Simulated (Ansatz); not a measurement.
## CdS (Hawleyite): band structure with PBE0

The system is CdS (Hawleyite).

```xyz
2
Lattice="0.0000 2.9165 2.9165 2.9165 0.0000 2.9165 2.9165 2.9165 0.0000" Properties=species:S:1:pos:R:3 pbc="T T T"
Cd    0.0000    0.0000    0.0000
S     4.3748    4.3748    4.3748
```

* Program: Ansatz 0.2.0
* Task: band structure
* Functional: PBE0
* Potentials or basis: Ansatz PAW
* Cutoff: 420 eV (not typed: the program's choice for these potentials)
* k mesh: 6 × 6 × 6
* Occupations: fermi-dirac, width 0.05 eV
* Spin: no spin polarisation
* Path: [["G", "X", "W", "K", "G", "L", "U", "W", "L", "K"], ["U", "X"]]
* Points for each segment of the path: 4

The pressure is 1.6 GPa, the band gap on the k mesh is 2.81 eV, direct and the band gap along the path is 2.81 eV, direct.

Levels at the corners of the path, in eV from the valence-band top:
| point | band 9 | band 10 | band 11 | band 12 | band 13 | band 14 | band 15 | band 16 | band 17 | band 18 |
| --- | --- | --- | --- | --- | --- | --- | --- | --- | --- | --- |
| Γ | -8.46 | -8.46 | 0.00 | 0.00 | 0.00 | 2.81 | 8.42 | 8.42 | 8.42 | 13.47 |
| X | -8.37 | -7.95 | -4.28 | -2.05 | -2.05 | 5.13 | 6.19 | 11.24 | 13.02 | 13.02 |
| W | -8.45 | -7.77 | -4.17 | -2.44 | -2.42 | 7.12 | 7.51 | 9.15 | 9.80 | 13.39 |
| K | -8.42 | -7.82 | -4.22 | -2.77 | -1.67 | 5.94 | 7.38 | 10.37 | 11.07 | 11.65 |
| Γ | -8.46 | -8.46 | 0.00 | 0.00 | 0.00 | 2.81 | 8.42 | 8.42 | 8.42 | 13.47 |
| L | -8.42 | -8.04 | -4.76 | -0.82 | -0.82 | 4.80 | 8.87 | 8.87 | 9.37 | 12.98 |
| U | -8.42 | -7.82 | -4.22 | -2.77 | -1.67 | 5.94 | 7.38 | 10.37 | 11.07 | 11.65 |
| W | -8.45 | -7.77 | -4.17 | -2.44 | -2.42 | 7.12 | 7.51 | 9.15 | 9.80 | 13.39 |
| L | -8.42 | -8.04 | -4.76 | -0.82 | -0.82 | 4.80 | 8.87 | 8.87 | 9.37 | 12.98 |
| K | -8.42 | -7.82 | -4.22 | -2.77 | -1.67 | 5.94 | 7.38 | 10.37 | 11.07 | 11.65 |
| U | -8.42 | -7.82 | -4.22 | -2.77 | -1.67 | 5.94 | 7.38 | 10.37 | 11.07 | 11.65 |
| X | -8.37 | -7.95 | -4.28 | -2.05 | -2.05 | 5.13 | 6.19 | 11.24 | 13.02 | 13.02 |

It took 45 s on 1 × NVIDIA H100 80GB HBM3 with 2 threads of AMD EPYC 7R13 Processor (Zen 3) (shared host), peak memory 2.6 GiB.

Caveat: the PAW data sets come from PBE, with cores solved anew for the run's functional, which leaves a small shift of forces and pressure; the thresholds are loose for stress.
